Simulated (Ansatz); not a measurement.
Crystal: Zn.

```
CELL_PARAMETERS angstrom
-1.56904 1.56904 1.56904
1.56904 -1.56904 1.56904
1.56904 1.56904 -1.56904
ATOMIC_POSITIONS crystal
Zn 0.00000 0.00000 0.00000
```

This isn't the form of Zn at room conditions, which is hcp.

```yaml
Program: Ansatz 0.2.0
Task: relaxation of cell and atoms
Functional: HF
Potentials_or_basis: Ansatz PAW
Cutoff: "420 eV (not typed: the program's choice for these potentials)"
k_mesh: 6 × 6 × 6
Occupations: fermi-dirac, width 0.05 eV
Spin: no spin polarisation
```

At the start: volume 15.45 Å³/atom.

How do energy, volume and symmetry change on relaxing?

It ends after 7 steps and the volume is 18.35 Å³/atom (+18.7 %); space group Im-3m (No. 229, to 0.05 Å).

Step by step:
```tsv
step	energy change (eV)	largest force (eV/Å)	volume (Å³)
1	0.0000	0.0000	15.45
2	-0.0844	0.0000	17.56
3	-0.0886	0.0000	18.17
4	-0.0885	0.0000	18.39
5	-0.0958	0.0000	18.39
6	-0.0959	0.0000	18.35
7	-0.0959	0.0000	18.35
```

Final structure:
```cif
data_structure
_symmetry_space_group_name_H-M 'P 1'
_symmetry_Int_Tables_number 1
_cell_length_a 2.8778
_cell_length_b 2.8778
_cell_length_c 2.8778
_cell_angle_alpha 109.471
_cell_angle_beta 109.471
_cell_angle_gamma 109.471
_cell_volume 18.35
loop_
_atom_site_label
_atom_site_type_symbol
_atom_site_fract_x
_atom_site_fract_y
_atom_site_fract_z
_atom_site_occupancy
Zn1 Zn 0.00000 0.00000 0.00000 1
```

Caveat: the k mesh is coarse (spacing up to 0.47 Å⁻¹), so the values aren't converged, least of all with exact exchange; the volume moved by over 15 % at a fixed basis, so the end points are rough; the plane-wave basis is chosen anew once the cell has moved, so the energies of steps on either side of that aren't comparable; the pressure holds a Pulay correction of +0.4 GPa for the finite cutoff; the PAW data sets come from PBE, with cores solved anew for the run's functional, which leaves a small shift of forces and pressure.
